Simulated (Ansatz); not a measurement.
**GaN and the effect of the dispersion correction**

The cell as given:

Symmetry: F-43m, No. 216, cubic system. Conventional cell: a = 4.507 Å, b = 4.507 Å, c = 4.507 Å, α = 90.00°, β = 90.00°, γ = 90.00°. Ga (site symmetry -43m) has 4 N at 1.95 Å as nearest neighbours. Around N (site symmetry -43m) lie 4 Ga at 1.95 Å.

Kept alike: task relaxation of cell and atoms; functional PBEsol; k mesh 10 × 10 × 10; occupations fermi-dirac, width 0.05 eV; no spin polarisation. Program: Ansatz, Ansatz PAW, cutoff 420 eV. The mesh is that of the run's cell of 2 atoms. No spin-orbit coupling.

```csv
dispersion correction,band gap (eV),volume (Å³/atom)
D3(BJ),1.807,11.187
D3(BJ)-ATM,1.789,11.218
D4,1.808,11.184
none,1.702,11.377
```

Gaps hold for each row's own relaxed cell. The relaxations keep at least the cell's symmetry (F-43m). Relaxations stop with a little pressure left, so the last digits of a volume or edge aren't settled. Ansatz's relaxations hold a Pulay term in the stress (up to 0.5 GPa here). A gap read on the mesh alone can miss an edge between its points. All rows use potentials made for PBE.

Problem. What does the dispersion correction change here?

Solution. The band gap runs from 1.702 (none) to 1.808 eV (D4). Measured: 3.299 eV (a printed reference work). Semilocal gaps run low as a rule. The gap moves here only through the cell or the potentials. The volume runs from 11.184 (D4) to 11.377 Å³/atom (none). Against no correction: D3(BJ) -1.7 %; D3(BJ)-ATM -1.4 %; D4 -1.7 %. Dispersion terms mostly attract and so lower the volume; the schemes' coefficients and damping set how far.
